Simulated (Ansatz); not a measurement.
The cell comes from COD entry 9012858, which wasn't checked; take it as a given geometry.

An input for Bi₂Te₃: DFT, LDA, all-electron LAPW, scalar-relativistic (Ansatz 0.2.0).

Command: `ansatz run input.yaml --threads 2 --pin off --max-ram 8192MiB --backend cpu --events-out ev --progress --plain --runs-dir out` The run took 4.5 min on 2 threads of Arm Neoverse V1, with other jobs on the host, peak memory 1.1 GiB.

```yaml
crystal:
  lattice:
    - [2.2085012539, 1.2750787934, 9.94667]
    - [-2.2085012539, 1.2750787934, 9.94667]
    - [0.0, -2.5501575869, 9.94667]
  atoms:
    - { symbol: Bi, position: [0.812, 0.812, 0.812] }
    - { symbol: Bi, position: [0.402, 0.402, 0.402] }
    - { symbol: Te, position: [0.611, 0.611, 0.611] }
    - { symbol: Te, position: [0.2, 0.2, 0.2] }
    - { symbol: Te, position: [0.0, 0.0, 0.0] }
kpoints:
  mp_grid: { grid: [8, 8, 8] }
  band_path:
    path:
      - [0.0, 0.0, 0.0]
      - [0.5, 0.5, 0.5]
      - [0.8223779553, 0.1776220447, 0.5]
      - [0.5, -0.1776220447, 0.1776220447]
      - [0.5, 0.0, 0.0]
      - [0.0, 0.0, 0.0]
      - [0.3388110223, -0.3388110223, 0.0]
      - [0.6611889777, 0.0, 0.3388110223]
      - [0.5, 0.0, 0.5]
    npoints: 14
scf:
  occupations: { method: fermi_dirac, width: 0.08 }
hamiltonian:
  xc: lda
  pseudopotentials: { kind: all_electron, lapw: { basis_error: 0.001 } }
output:
  forces: true
  stress: true
  eigenvalues: true
  populations: true
  dos: { projected: true, de: 0.2, e_range: [-14, 8] }
```

Set-up and iterations as logged by Ansatz (the results part is left out, to be predicted):

```
Bi: projections on atomic orbitals take those of the free atom 1s2 2s2 2p6 3s2 3p6 3d10 4s2 4p6 4d10 4f14 5s2 5p6 5d10 6s2 6p3, of charge +0.00 (hamiltonian.pseudopotentials.projection_atoms)
Te: projections on atomic orbitals take those of the free atom 1s2 2s2 2p6 3s2 3p6 3d10 4s2 4p6 4d10 5s2 5p4, of charge +0.00 (hamiltonian.pseudopotentials.projection_atoms)
LAPW: plane waves up to 7.453 Å⁻¹, error target 1.0e-3 eV per atom; small_component_spin mean_spin; Te in spheres of 1.487 Å, 24 of its electrons in bands, Dirac shells []; Bi in spheres of 1.540 Å, 37 of its electrons in bands, Dirac shells []
Engine: ansatz 0.2.0
Pseudopotentials: kind: all_electron
Pseudopotential: Bi, LAPW, valence charge 37, Koelling and Harmon's equation, gaussian nucleus
Pseudopotential: Te, LAPW, valence charge 24, Koelling and Harmon's equation, gaussian nucleus
Functional definition: SPW92
  exchange = slater_x
  correlation = pw_c
Crystal: 5 atoms, lattice volume = 168.060 Å³
Basis set: ecut = 211.63894681096141 eV, 1139 PW (Γ), FFT grids on a1−a3, a2−a3, a3, exchange–correlation at level 2
Bands: 88, of which v1, the nominal top of the filled ones, is band 73 counted from 1 (72 counted from 0)
Symmetry: 6 space group operations
Space group: R3m (ITA 160), of the structure as read, at distance tolerance 5.5e-5 Å
k-points: 65 of 512 (time reversal used)
Non-local potential: Bi, projectors of the file, none
Non-local potential: Te, projectors of the file, none
Initial density: superposition of atomic densities (chi_scale 0.1, normalization cell, long waves kept (reshape's long-wave potential 0.37 eV rms))
Initial wavefunctions: plane waves of lowest kinetic energy (no species holds an atomic orbital)
Functional: x = slater, c = lda
iter 1 solved again at ethr=2.03e-4 eV; its pass at ethr=1.00e-1 eV (dr2=2.97e-1 eV) is discarded
SCF iter   1: F=—  HF=-1724986.156572 eV  |F-HF|=—  |Δ(HF+E_count)|=         —  Δρ=1.01e-2  dr2=2.98e-1  ethr=2.03e-4  ⟨swp⟩=3.0  Hψ=35919  notcnv=0
SCF iter   2: F=—  HF=-1724986.149012 eV  |F-HF|=—  |Δ(HF+E_count)|=   7.56e-3  Δρ=6.02e-3  dr2=2.21e-1  ethr=2.03e-4  ⟨swp⟩=2.5  Hψ=17804  notcnv=0
iter 3 solved again at ethr=4.55e-6 eV; its pass at ethr=1.51e-4 eV (dr2=6.64e-3 eV) is discarded
SCF iter   3: F=—  HF=-1724986.077805 eV  |F-HF|=—  |Δ(HF+E_count)|=   7.12e-2  Δρ=1.24e-3  dr2=6.64e-3  ethr=4.55e-6  ⟨swp⟩=2.0  Hψ=29340  notcnv=0
SCF iter   4: F=—  HF=-1724986.075492 eV  |F-HF|=—  |Δ(HF+E_count)|=         —  Δρ=3.05e-4  dr2=2.60e-4  ethr=4.55e-6  ⟨swp⟩=2.0  Hψ=16858  notcnv=0
the basis was enlarged: its passes take 99.3 KiB over the memory plan, 2 of 2 planned eigensolver slots
SCF iter   5: F=—  HF=-1724986.075332 eV  |F-HF|=—  |Δ(HF+E_count)|=   1.60e-4  Δρ=6.47e-5  dr2=4.87e-6  ethr=1.78e-7  ⟨swp⟩=2.0  Hψ=16860  notcnv=0
SCF iter   6: F=—  HF=-1724986.075333 eV  |F-HF|=—  |Δ(HF+E_count)|=   8.66e-7  Δρ=2.03e-5  dr2=7.06e-7  ethr=3.33e-9  ⟨swp⟩=2.0  Hψ=16859  notcnv=0
SCF iter   7: F=-1724986.075333 eV  HF=-1724986.075333 eV  |F-HF|=5.38e-8  |Δ(HF+E_count)|=   1.51e-8  Δρ=4.72e-6  dr2=6.36e-8  ethr=4.84e-10  ⟨swp⟩=2.0  Hψ=16859  notcnv=0
```

Question: What pressure will this run report?

Answer: -1.87 GPa (positive in compression).

Question: How large will the largest force be?

Answer: 1.151 eV/Å.

Question: Is there a band gap?

Answer: None at this level of theory (metallic, semimetallic, or a small gap that the functional closes).
